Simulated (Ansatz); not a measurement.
## Cold compression of Ta (beta tin type)

```xyz
2
Lattice="-2.6443 2.6443 1.4075 2.6443 -2.6443 1.4075 2.6443 2.6443 -1.4075" Properties=species:S:1:pos:R:3 pbc="T T T"
Ta    0.0000   -1.3222   -0.3519
Ta    0.0000    1.3222    0.3519
```

The cell comes from a relaxation on PAW files under the same functional, begun from a prototype that needn't be the stable phase.

Its volume is scaled, and at each volume shape and atoms are relaxed on PAW files; all methods then take that cell.

Computed with Ansatz 0.2.0; functional PBE, scalar-relativistic. Settings: a Γ-centred 17×17×17 k mesh, Fermi–Dirac smearing of 0.1 eV, no spin polarisation. Methods: LAPW: all electrons, basis error target 1 meV/atom; PAW: frozen-core files, cutoff 420 eV; norm-conserving: pseudopotentials, cutoff 1000 eV; PAW (partial waves polarizable): frozen-core files, cutoff 420 eV.

Energies are extrapolated to zero smearing and count from the unscaled cell; pressure is positive in compression; gaps take the mesh and a band path. No temperature or zero-point motion is included.

Spin–orbit coupling is left out, which matters for the heavy atoms.

```json
{"V/V0": "1.00", "V (Å³/atom)": "19.68", "P LAPW (GPa)": "-0.05", "ΔE LAPW (eV/atom)": "0.000", "P PAW − LAPW (GPa)": "0.07", "ΔE PAW − LAPW (meV/atom)": "0.0", "space group": "I4_1/amd", "shortest distance (Å)": "2.736"}
{"V/V0": "0.92", "V (Å³/atom)": "18.11", "P LAPW (GPa)": "?", "ΔE LAPW (eV/atom)": "?", "P PAW − LAPW (GPa)": "?", "ΔE PAW − LAPW (meV/atom)": "?", "space group": "?", "shortest distance (Å)": "?"}
{"V/V0": "0.84", "V (Å³/atom)": "16.53", "P LAPW (GPa)": "38.0", "ΔE LAPW (eV/atom)": "0.322", "P PAW − LAPW (GPa)": "0.46", "ΔE PAW − LAPW (meV/atom)": "4.5", "space group": "I4_1/amd", "shortest distance (Å)": "2.573"}
{"V/V0": "0.76", "V (Å³/atom)": "14.96", "P LAPW (GPa)": "72.3", "ΔE LAPW (eV/atom)": "0.852", "P PAW − LAPW (GPa)": "0.89", "ΔE PAW − LAPW (meV/atom)": "11.0", "space group": "I4_1/amd", "shortest distance (Å)": "2.485"}
{"V/V0": "0.68", "V (Å³/atom)": "13.39", "P LAPW (GPa)": "126.0", "ΔE LAPW (eV/atom)": "1.804", "P PAW − LAPW (GPa)": "1.68", "ΔE PAW − LAPW (meV/atom)": "23.3", "space group": "I4_1/amd", "shortest distance (Å)": "2.391"}
{"V/V0": "0.60", "V (Å³/atom)": "11.81", "P LAPW (GPa)": "213.6", "ΔE LAPW (eV/atom)": "3.434", "P PAW − LAPW (GPa)": "3.11", "ΔE PAW − LAPW (meV/atom)": "46.2", "space group": "I4_1/amd", "shortest distance (Å)": "2.291"}
{"V/V0": "0.52", "V (Å³/atom)": "10.24", "P LAPW (GPa)": "366.9", "ΔE LAPW (eV/atom)": "6.209", "P PAW − LAPW (GPa)": "5.76", "ΔE PAW − LAPW (meV/atom)": "88.8", "space group": "I4_1/amd", "shortest distance (Å)": "2.186"}
```

(1) Fit the Vinet equation to the LAPW pressures shown (residuals weighted by 1/(|P| + 0.03·Pmax)), and predict the pressure of the withheld row.

(2) At the smallest volume, how far do norm-conserving and PAW (partial waves polarizable) lie from LAPW in pressure?

(3) How do the Löwdin populations by LAPW change from the unscaled cell to the last row?

Results:

(1) The fit gives V0 = 19.68 Å³/atom, B0 = 148 GPa and B0′ = 4.38. At 18.11 Å³/atom, x = (V/V0)^(1/3) = 0.9727, and P = 3·B0·(1 − x)/x²·exp[1.5·(B0′ − 1)·(1 − x)] = 14.73 GPa. The run itself gave 15.25 GPa (-3.4 % off) and ΔE = 0.069 eV/atom.

(2) norm-conserving: -2.13 GPa; PAW (partial waves polarizable): +5.76 GPa, on a LAPW pressure of 366.9 GPa.

(3) Ta 5s 1.96 → 1.86, Ta 6s 0.86 → 0.55, Ta 5p 5.97 → 5.85, Ta 5d 4.13 → 4.73 electrons an atom. These are projections on the shells that the free atoms fill; 0.17 e a cell lies outside them at the start and 0.07 e at the end.
